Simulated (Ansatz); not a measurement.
Here is an Ansatz 0.2.0 calculation.

File input.yaml:

```yaml
crystal:
  lattice:
    - [2.95, 0.0, 0.0]
    - [-1.475, 2.5547749412, 0.0]
    - [0.0, 0.0, 4.68]
  atoms:
    - { symbol: Ti, position: [0.6666666667, 0.3333333333, 0.75] }
    - { symbol: Ti, position: [0.3333333333, 0.6666666667, 0.25] }
kpoints:
  mp_grid: { grid: [10, 10, 6] }
scf:
  occupations: { method: gaussian, width: 0.025 }
hamiltonian:
  xc: pbe
  pseudopotentials: { kind: all_electron, lapw: { basis_error: 0.001 } }
output:
  forces: true
  stress: true
  eigenvalues: true
```

Potentials or basis: all-electron LAPW, scalar-relativistic.

The run is started by

```console
$ ansatz run input.yaml --threads 1 --pin off --max-ram 3072MiB --backend cpu --events-out ev --progress --plain --runs-dir out
```

Question: What does it give for the band gap on the k mesh?

Answer: None (metal or under the smearing width).

Question: Predict the pressure.

Answer: -1.4 GPa.

Stress tensor (GPa, compression positive):
```
-1.36  0.00  0.00
 0.00 -1.36  0.00
 0.00  0.00 -1.60
```
